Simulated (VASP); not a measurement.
Write the native input for VASP 6.6.1 that does the following.

- Task: relaxation of the atoms
- Functional: PBEsol
- Potentials or basis: VASP PAW PBE potentials, release 64 (Ca_sv, F)
- Cutoff: 600 eV
- k mesh: 8 × 8 × 8
- Occupations: gaussian, width 0.03 eV
- Spin: no spin polarisation
- Further INCAR settings: ALGO = Fast; EDIFF = 1e-07; IBRION = 2; EDIFFG = -0.01; NSW = 40

The structure of CaF2 (Fluorite) lies in POSCAR:

```
CaF2                                    
1.0
    0.0000000000      2.6569467240      2.6569467240
    2.6569467240      0.0000000000      2.6569467240
    2.6569467240      2.6569467240      0.0000000000
  Ca              F             
     1     2
Direct
     0.0000000000000000    0.0000000000000000    0.0000000000000000
     0.2500000000000000    0.2500000000000000    0.2500000000000000
     0.7500000000000000    0.7500000000000000    0.7500000000000000
```

The cell isn't the ideal one: a relaxed cell with its volume scaled by 0.94.

One way to write it, as run:

INCAR

```
  PREC = Accurate
  ENCUT = 600
  EDIFF = 1E-7
  ISMEAR = 0
  SIGMA = 0.03
  LREAL = False
  LASPH = True
  NELM = 80
  ALGO = Fast
  ISIF = 2
  LWAVE = False
  LCHARG = False
  GGA = PS
  IBRION = 2
  NSW = 40
  EDIFFG = -0.01
```

KPOINTS

```
regular mesh
0
Gamma
  8 8 8
```

Potentials or basis: VASP PAW PBE potentials, release 64 (Ca_sv, F).

Launch:

```sh
$ cat potpaw_PBE.64/Ca_sv/POTCAR potpaw_PBE.64/F/POTCAR > POTCAR
$ mpirun -np 1 vasp_std > vasp.out
```

It gave:

| Quantity | Value |
| --- | --- |
| Pressure after relaxing | 6.3 GPa |
| Band gap on the k mesh | 7.58 eV, indirect (least direct gap 7.85 eV) |

Caveat: the relaxation stopped at its first step, so nothing moved; the PAW data sets were made with another functional, which shifts forces and pressure a little.

Wall time 21 s on 1 thread of Intel(R) Xeon(R) 6975P-C (Granite Rapids), on a shared host, peak memory 0.17 GiB.
